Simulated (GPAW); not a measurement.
# InAs (F-43m) in GPAW: notebook

The runs below take InAs through single point, with SCAN, PBE.

Program: GPAW 26.7.0. These are calculated values, not measurements. Logs are shortened: lines on timing, memory, paths and dates and some standing lists are left out, and cuts for length are marked. The log counts tension as positive stress, the text compression.

**The experiment to reproduce.**

From a printed reference work, data compilation, for a bulk crystal of InAs at 4.2 K: band gap 0.418 eV (direct).

How close the calculation comes is told below.

**1. Starting point**

The structure is cubic, space group F-43m (No. 216). Conventional cell: a = 6.036 Å, b = 6.036 Å, c = 6.036 Å, α = 90.00°, β = 90.00°, γ = 90.00°. Around In (site symmetry -43m) lie 4 As at 2.61 Å. Around As (site symmetry -43m) lie 4 In at 2.61 Å.

**2. Single point, SCAN**

Input file run.py:

```python
from ase.dft.bandgap import bandgap
from ase.io import write
from ase.spacegroup import crystal
from ase.units import GPa
from gpaw import GPAW, PW

# In 4a
# As 4c
atoms = crystal(['In', 'As'],
                basis=[[0.0, 0.0, 0.0],
                       [0.25, 0.25, 0.25]],
                spacegroup=216, setting=1,  # F-43m
                cellpar=[6.036, 6.036, 6.036, 90.0, 90.0, 90.0],
                primitive_cell=True)

calc = GPAW(mode=PW(400),
            xc='MGGA_X_SCAN+MGGA_C_SCAN',
            kpts={'size': (6, 6, 6), 'gamma': True},
            occupations={'name': 'fermi-dirac', 'width': 0.01},
            nbands=18,
            convergence={'density': 1e-05, 'energy': 1e-05},
            maxiter=150,
            txt='gpaw.txt')
atoms.calc = calc
energy = atoms.get_potential_energy()
forces = atoms.get_forces()
stress = atoms.get_stress()
calc.write('gs.gpw')
write('result.traj', atoms)
print(f'Energy: {energy:.6f} eV')
print('Forces (eV/A):')
print(forces.round(4))
print('Stress (GPa):', (stress / GPa).round(3))
print('Fermi level:', round(calc.get_fermi_level(), 4), 'eV')
print(f'Gap: {bandgap(calc)[0]:.4f} eV, direct: {bandgap(calc, direct=True)[0]:.4f} eV')
```

Potentials or basis: GPAW PAW data sets (gpaw-data 1.2.1), pw.

The run is started by

```sh
OMP_NUM_THREADS=1 python run.py
```

gpaw.txt:

```text
__  _  _
 | _ |_)|_||  |
 |__||  | ||/\| - 26.7.0

Input parameters:
  mode=PW(ecut=400.0),
  convergence={'density': 1e-05, 'energy': 1e-05},
  kpts=MonkhorstPack(size=(6, 6, 6), gamma=True),
  maxiter=150,
  nbands=18,
  occupations=Occupations(name='fermi-dirac', width=0.01),
  xc=XC(name='MGGA_X_SCAN+MGGA_C_SCAN')

Diagonalizing LCAO Hamiltonian
Converting LCAO to pw mode

            As

       In

Atoms  # Å, Bohr magnetons
|   | symbol |        x |        y |        z |    initial magnetic moments |
|---|--------|----------|----------|----------|-----------------------------|
| 0 |     In | 0.000000 | 0.000000 | 0.000000 | ( 0.0000,  0.0000,  0.0000) |
| 1 |     As | 1.509000 | 1.509000 | 1.509000 | ( 0.0000,  0.0000,  0.0000) |

Unit cell  # Å
| periodic |        x |        y |        z |  lengths |    angles |
|----------|----------|----------|----------|----------|-----------|
|      yes | 0.000000 | 3.018000 | 3.018000 | 4.268097 | 60.000000 |
|      yes | 3.018000 | 0.000000 | 3.018000 | 4.268097 | 60.000000 |
|      yes | 3.018000 | 3.018000 | 0.000000 | 4.268097 | 60.000000 |

Number of symmetries: 24
Symmetry operations  # r_c * U_cc + t_c -> r_c
|    | kind |            matrix            |
|----|------|------------------------------|
|  0 |  E   |  1, 0, 0,  0, 1, 0,  0, 0, 1 |
|  1 |  σ   |  1, 0, 0,  0, 0, 1,  0, 1, 0 |
|  2 |  σ   |  1, 0,-1,  0, 1,-1,  0, 0,-1 |
|  3 |  C3  |  1, 0,-1,  0, 0,-1,  0, 1,-1 |
|  4 |  C3  |  1,-1, 0,  0,-1, 1,  0,-1, 0 |
|  5 |  σ   |  1,-1, 0,  0,-1, 0,  0,-1, 1 |
|  6 |  σ   |  0, 1, 0,  1, 0, 0,  0, 0, 1 |
|  7 |  C3  |  0, 1, 0,  0, 0, 1,  1, 0, 0 |
|  8 |  C2  |  0, 1,-1,  1, 0,-1,  0, 0,-1 |
|  9 |  S4  |  0, 1,-1,  0, 0,-1,  1, 0,-1 |
| 10 |  C3  |  0, 0, 1,  1, 0, 0,  0, 1, 0 |
| 11 |  σ   |  0, 0, 1,  0, 1, 0,  1, 0, 0 |
| 12 |  S4  |  0, 0,-1,  1, 0,-1,  0, 1,-1 |
| 13 |  C3  |  0, 0,-1,  0, 1,-1,  1, 0,-1 |
| 14 |  S4  |  0,-1, 1,  1,-1, 0,  0,-1, 0 |
| 15 |  C2  |  0,-1, 1,  0,-1, 0,  1,-1, 0 |
| 16 |  C3  |  0,-1, 0,  1,-1, 0,  0,-1, 1 |
| 17 |  S4  |  0,-1, 0,  0,-1, 1,  1,-1, 0 |
| 18 |  S4  | -1, 1, 0, -1, 0, 1, -1, 0, 0 |
| 19 |  C3  | -1, 1, 0, -1, 0, 0, -1, 0, 1 |
| 20 |  C3  | -1, 0, 1, -1, 1, 0, -1, 0, 0 |
| 21 |  S4  | -1, 0, 1, -1, 0, 0, -1, 1, 0 |
| 22 |  σ   | -1, 0, 0, -1, 1, 0, -1, 0, 1 |
| 23 |  C2  | -1, 0, 0, -1, 0, 1, -1, 1, 0 |

BZ-sampling:
  Number of BZ points: 216
  Number of IBZ points: 16

  Monkhorst-Pack size: [6, 6, 6]
  Monkhorst-Pack shift: [0.08333333333333333, 0.08333333333333333, 0.08333333333333333]

K-points  # in reciprocal-cell coordinates
|     |                                coordinates |     weight |
|-----|--------------------------------------------|------------|
|   0 | (  0.00000000,   0.00000000,   0.00000000) | 0.00462963 |
|   1 | (  0.16666667,   0.16666667,   0.00000000) | 0.02777778 |
|   2 | (  0.16666667,   0.16666667,   0.16666667) | 0.03703704 |
|   3 | (  0.33333333,   0.16666667,   0.16666667) | 0.05555556 |
|   4 | (  0.33333333,   0.33333333,  -0.33333333) | 0.05555556 |
|   5 | (  0.33333333,   0.33333333,   0.00000000) | 0.02777778 |
|   6 | (  0.33333333,   0.33333333,   0.16666667) | 0.11111111 |
|   7 | (  0.33333333,   0.33333333,   0.33333333) | 0.03703704 |
|   8 | (  0.50000000,   0.33333333,  -0.33333333) | 0.11111111 |
|   9 | (  0.50000000,   0.33333333,  -0.16666667) | 0.05555556 |
| ... |                                            |            |
|  15 | (  0.50000000,   0.50000000,   0.50000000) | 0.01851852 |

Plane wave coefficients: 1018
Cutoff: 400.0 eV

Spin-components: 1 (collinear spins)
Bands:           18
Projectors:      11
Spin-degeneracy: 2
Datatype:        complex128

Density:
  Valence electrons: 18.0
  Components: 1
  Grid points: [20 20 20]
  Charge: 0.0  # |e|

Potential:
  Grid points: [20 20 20]

species:
  In:
    name:    Indium
    Z:       49.0
    valence: 13
    core:    36
    charge:  0.0  # [|e|]
    compensation charges:
      type: gauss
      rc: 0.36  # [Å]
      lmax: 2
    cutoffs:
      filter: 2.09  # [Å]
      core: 2.48  # [Å]
    projectors
    | kind |    occ | energy [eV] | rcut [Å] |
    |------|--------|-------------|----------|
    |   5s |  2.000 |      -8.203 |    1.185 |
    |   5p |  1.000 |      -2.521 |    1.244 |
    |   4d | 10.000 |     -18.629 |    1.148 |
    |    s |        |      19.008 |    1.185 |
    |    p |        |      24.691 |    1.244 |
    |    d |        |       8.583 |    1.148 |

    Using partial waves for In as LCAO basis

  As:
    name:    Arsenic
    Z:       33.0
    valence: 5
    core:    28
    charge:  0.0  # [|e|]
    compensation charges:
      type: gauss
      rc: 0.33  # [Å]
      lmax: 2
    cutoffs:
      filter: 1.87  # [Å]
      core: 2.96  # [Å]
    projectors
    | kind |    occ | energy [eV] | rcut [Å] |
    |------|--------|-------------|----------|
    |   4s |  2.000 |     -14.487 |    1.058 |
    |   4p |  3.000 |      -5.196 |    1.058 |
    |    s |        |      12.725 |    1.058 |
    |    p |        |      22.016 |    1.058 |
    |    d |        |       0.000 |    1.058 |

    Using partial waves for As as LCAO basis

Reference energy: -221478.393260  # eV

eigensolver:
  PPCG
  Converge bands: occupied
  niter=2

density mixing:
  MSR1-Mixer
  Pratt-step length: 0.05
  Maximum mixing coefficient: 0.75
  Old densities: 10
  SVD Regularization: 0.005
  Good broyden scale: 1.0
  Trust region scale: 1.0
  Backstep threshold: 4.0
  History deletion threshold: 6.0
  Fourier metric: weight=20.0, sigma=0.015

occupation numbers:
  Fermi-Dirac:
    width: 0.0100  # eV

poisson solver:
  ecut: 3200.0  # eV

xc functional:
  name: MGGA_X_SCAN+MGGA_C_SCAN with 2 nearest neighbor stencil

convergence criteria:
[... 6 lines left out ...]
|iter     | |      energy | eigst |  dens |
|---------|-|-------------|-------|-------|
|iter:   1| |  -49.090610 | -0.47 |       |
|iter:   2| |  -47.404897 | -1.45 | -1.19 |
|iter:   3| |  -47.336262 | -1.76 | -1.23 |
|iter:   4| |  -47.350303 | -2.28 | -1.68 |
|iter:   5| |  -47.353922 | -3.02 | -2.12 |
|iter:   6| |  -47.354515 | -4.75 | -2.63 |
|iter:   7| |  -47.354566 | -5.15 | -3.18 |
|iter:   8| |  -47.354565c| -6.51 | -3.97 |
|iter:   9| |  -47.354564c| -7.83c| -4.31 |
|iter:  10| |  -47.354564c| -7.91c| -4.76 |
|iter:  11| |  -47.354564c| -8.69c| -5.38c|

Converged in 11 steps
Energy contributions relative to reference atoms: (reference = -221478.393260)

Energy contributions:
  Kinetic:          32.880477
  Coulomb:         -30.019533
  Zero:              0.192119
  External:          0.000000
  Xc:              -50.407545
  Entropy:          -0.000165
  Spinorbit:         0.000000
  ----------------------------
  Free energy:     -47.354646
  Extrapolated:    -47.354564

dipole moment: (-23.357905, -23.357905, -23.357905)  # |e|*Ang

Fermi level: 4.698
Eigenvalues  # (at kpt = [0.000, 0.000, 0.000])
| band index |      eig [eV] | occ [0-2] |
|------------|---------------|-----------|
|          0 |       -10.042 |     2.000 |
|          1 |       -10.042 |     2.000 |
|          2 |       -10.042 |     2.000 |
|          3 |        -9.886 |     2.000 |
|          4 |        -9.886 |     2.000 |
|          5 |        -7.680 |     2.000 |
[... 10 lines left out ...]
|         16 |        15.701 |     0.000 |
|         17 |        15.701 |     0.000 |

Gap: 0.025 eV
Transition (v -> c):
  (s=0, k=0, n=8, [0.00, 0.00, 0.00]) -> (s=0, k=0, n=9, [0.00, 0.00, 0.00])
No difference between direct/indirect transitions

Forces  # eV/Ang
|        x |        y |        z |
|----------|----------|----------|
| -0.00000 | -0.00000 | -0.00000 |  # In   0
|  0.00000 | -0.00000 |  0.00000 |  # As   1

Stress tensor  # eV/Ang^3
|        x |        y |        z |
|----------|----------|----------|
| 0.003501 | 0.000000 | 0.000000 |
| 0.000000 | 0.003501 | 0.000000 |
| 0.000000 | 0.000000 | 0.003501 |

# Writing to gs.gpw (mode='')
```

It took 26 s on 1 thread of Intel Xeon Platinum 8175M at 2.50GHz (Skylake/Cascade Lake), shared host; peak memory 0.27 GiB.

The run converged, but some of its settings lie outside the range that counts as converged, so its numbers aren't taken as properties of the crystal.

What came out:

```yaml
Free_energy: -47.3546 eV
Pressure: -0.6 GPa
Band_gap_on_the_k_mesh: 0.02 eV, direct
```

Caveat: the cutoff is short for stress and forces, so pressures can be off by a GPa or more; the PAW data sets were made with another functional, which shifts forces and pressure a little; spin-orbit coupling is left out, which moves the levels of the heavy elements.

**3. Single point, PBE**

Input file run.py:

```python
from ase import Atoms
from ase.dft.bandgap import bandgap
from ase.io import write
from ase.units import GPa
from gpaw import GPAW, PW

atoms = Atoms(['In', 'As'],
              cell=[[0.0, 3.018, 3.018],
                    [3.018, 0.0, 3.018],
                    [3.018, 3.018, 0.0]],
              scaled_positions=[[0.0, 0.0, 0.0],
                                [0.75, 0.75, 0.75]],
              pbc=True)

calc = GPAW(mode=PW(450),
            xc='PBE',
            kpts={'size': (6, 6, 6), 'gamma': True},
            occupations={'name': 'fermi-dirac', 'width': 0.01},
            nbands=18,
            convergence={'density': 1e-05, 'energy': 1e-05},
            maxiter=150,
            txt='gpaw.txt')
atoms.calc = calc
energy = atoms.get_potential_energy()
forces = atoms.get_forces()
stress = atoms.get_stress()
calc.write('gs.gpw')
write('result.traj', atoms)
print(f'Energy: {energy:.6f} eV')
print('Forces (eV/A):')
print(forces.round(4))
print('Stress (GPa):', (stress / GPa).round(3))
print('Fermi level:', round(calc.get_fermi_level(), 4), 'eV')
print(f'Gap: {bandgap(calc)[0]:.4f} eV, direct: {bandgap(calc, direct=True)[0]:.4f} eV')
```

Potentials or basis: GPAW PAW data sets (gpaw-data 1.2.1), pw.

The run is started by

```sh
OMP_NUM_THREADS=1 python run.py
```

Run time: 8.2 s. Hardware: 1 thread of Arm Neoverse V1, shared host; peak memory 0.14 GiB.

It converged, with:

| Property | Result |
| --- | --- |
| Free energy | -7.8360 eV |
| Pressure | 3.1 GPa |
| Band gap on the k mesh | none (metal or under the smearing width) |

Levels at points of the mesh, in eV from the Fermi level:
```tsv
k point	band 7	band 8	band 9	band 10	band 11	band 12
(0.00, 0.00, 0.00)	-0.17	-0.01	-0.01	-0.01	3.88	3.88
(0.50, 0.50, 0.00)	-5.87	-2.36	-2.36	1.53	2.06	9.22
(0.50, 0.50, 0.50)	-5.80	-1.01	-1.01	0.96	4.67	4.67
```

Caveat: the cutoff is short for stress and forces, so pressures can be off by a GPa or more; this crystal is a semiconductor, whose small gap the functional closes, so the metal is an error of the method.

**4. For comparison**

An earlier run on the cell as given: functional PBE; potentials or basis GPAW PAW data sets (gpaw-data 1.2.1); cutoff 600 eV; basis pw; k mesh 8 × 8 × 8; occupations fermi-dirac, width 0.05 eV; no spin polarisation.

- Pressure: 4.0 GPa
- Band gap on the k mesh: none (metal or under the smearing width)

**5. How close it comes**

Step 3. Against the measured gap of InAs, 0.418 eV (direct; 4.2 K; a printed reference work, data compilation), the calculated 0.00 eV is off by -0.42 eV. Spin-orbit coupling on As, In is left out. The value is that of PBE on a finite k mesh, which can miss the band edges, without temperature or zero-point motion. Semilocal functionals fall short of measured gaps as a rule.
